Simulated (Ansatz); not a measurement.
# SnSe under changes of volume

One of the cells (27.271 Å³/atom); the others are scaled copies at fixed shape and fractional positions:

```xyz
2
Lattice="0.0000 3.0100 3.0100 3.0100 0.0000 3.0100 3.0100 3.0100 0.0000" Properties=species:S:1:pos:R:3 pbc="T T T"
Sn    0.0000    0.0000    0.0000
Se    3.0100    3.0100    3.0100
```

Measurements of this composition are mostly on another form, of space group No. 62.

| Property | Result |
| --- | --- |
| Program | Ansatz 0.2.0 |
| Functional | HSE06 |
| Potentials or basis | Ansatz PAW |
| Cutoff | 420 eV (not typed: the program's choice for these potentials) |
| k mesh | 6 × 6 × 6 |
| Occupations | fermi-dirac, width 0.05 eV |
| Spin | no spin polarisation |

| volume (Å³/atom) | energy over the lowest point (meV/atom) | pressure (GPa) | gap on the mesh (eV) |
| --- | --- | --- | --- |
| 25.635 | 11.52 | 3.0 | 0.74 |
| 26.180 | ? | ? | ? |
| 26.725 | 0.00 | 0.5 | 0.50 |
| 27.271 | 0.26 | -0.6 | 0.40 |
| 27.816 | 4.02 | -1.5 | 0.29 |
| 28.362 | 10.87 | -2.4 | 0.20 |
| 28.907 | 20.39 | -3.1 | 0.10 |

Problem. What does the run at 26.180 Å³/atom give?

Solution. Energy over the lowest point 3.60 meV/atom; pressure 1.7 GPa; gap on the mesh 0.62 eV.

Worked out: A Birch-Murnaghan fit of order 3 (a polynomial in V^(-2/3)) to the other rows has its minimum at 26.95 Å³/atom with B0 = V·E''(V) = 54 GPa and B' = 4.8. It gives 3.57 meV/atom at 26.180 Å³/atom, against the run's 3.60, and -dE/dV = 1.7 GPa, against 1.7. A straight line through the other rows of the gap, of slope -5.3 eV per unit of ln V (its deformation potential), gives 0.62 eV, against the run's 0.62.

Energies are extrapolated to zero smearing.

Caveats: spin-orbit coupling is left out, which moves the levels of the heavy elements; the PAW data sets come from PBE, with cores solved anew for the run's functional, which leaves a small shift of forces and pressure; the thresholds are loose for stress.

A mesh can miss the band edges.
